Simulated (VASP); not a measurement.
A run of VASP 6.6.1:

The input INCAR:

```
SYSTEM = Au
PREC     = Accurate       ! precision mode
ENCUT    = 520            ! plane-wave cutoff, eV
EDIFF    = 1E-6           ! SCF threshold, eV
ISMEAR   = 0              ! smearing method
SIGMA    = 0.1            ! smearing width, eV
LREAL    = .FALSE.        ! projectors in reciprocal space
LASPH    = .TRUE.         ! aspherical terms in the spheres
NELM     = 100            ! most SCF steps
ALGO     = Fast           ! electronic algorithm
ISIF     = 2              ! what is computed and relaxed
LWAVE    = .FALSE.        ! write WAVECAR
LCHARG   = .TRUE.         ! write CHGCAR
GGA      = PE             ! functional
LELF     = .TRUE.         ! ELF
LVHAR    = .TRUE.       
NBANDS   = 18             ! bands
```

KPOINTS

```
Automatic mesh
0
G
  16 16 16
  0 0 0
```

Contents of POSCAR:

```
Au
1.0
    3.4333613998      0.0000000000      0.0000000000
    0.0000000000      3.2682959479      0.0000000000
    0.0000000000      0.0000000000      3.2682959479
Au
2
Direct
    0.0000000000      0.0000000000      0.0000000000
    0.5000000000      0.5000000000      0.5000000000
```

Potentials or basis: VASP PAW PBE potentials, release 64 (Au).

Launch:

```bash
$ cat potpaw_PBE.64/Au/POTCAR > POTCAR
$ mpirun -np 1 vasp_std > vasp.out
```

Hardware: 1 thread of Intel(R) Xeon(R) 6975P-C (Granite Rapids) (shared host).

Task: How long does it take, and how much memory?

Result: Run time: 58 s on 1 thread of Intel(R) Xeon(R) 6975P-C (Granite Rapids) (shared host), peak memory 0.31 GiB. Counts: scf iterations 12, k points 405.
